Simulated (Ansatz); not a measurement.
Here is an Ansatz 0.2.0 calculation.

File input.yaml:

```yaml
crystal:
  lattice:
    - [0.0, 2.82891, 2.82891]
    - [2.82891, 0.0, 2.82891]
    - [2.82891, 2.82891, 0.0]
  atoms:
    - { symbol: Ge, position: [0.75, 0.75, 0.75] }
    - { symbol: Ge, position: [0.5, 0.5, 0.5] }
hamiltonian:
  xc: pbe
  pseudopotentials: { kind: paw }
kpoints:
  mp_grid: { grid: [8, 8, 8] }
scf:
  occupations: { method: gaussian, width: 0.022 }
output:
  forces: true
  stress: true
  eigenvalues: true
  write_density: true
  write_potential: true
  elf: true
  volumetric_format: npy
```

Potentials or basis: Ansatz PAW.

Command:

```sh
$ ansatz run input.yaml --threads 2 --pin off --max-ram 5632MiB --backend cpu --events-out ev --progress --plain --runs-dir out
```

Q: What does it give for the pressure?

A: 3.6 GPa.

Q: Predict the band gap on the k mesh.

A: 0.03 eV, direct.

**What was measured.**

From “Electronic and optical properties of SixGe1-x-ySny alloys lattice-matched to Ge”, 2021, arxiv:2109.02782, for a bulk crystal of Ge at 293 K: band gap 0.666 eV (indirect).

Against the measured gap of Ge, 0.666 eV (indirect; 293 K; “Electronic and optical properties of SixGe1-x-ySny alloys lattice-matched to Ge”, 2021, arxiv:2109.02782), the calculated 0.03 eV is off by -0.64 eV. 3 values of this kind are on record (0.666 to 0.807 eV); this one was drawn at random among those near their median. Spin-orbit coupling on Ge is left out. The value is that of PBE on a finite k mesh, which can miss the band edges, without temperature or zero-point motion. Semilocal functionals fall short of measured gaps as a rule.
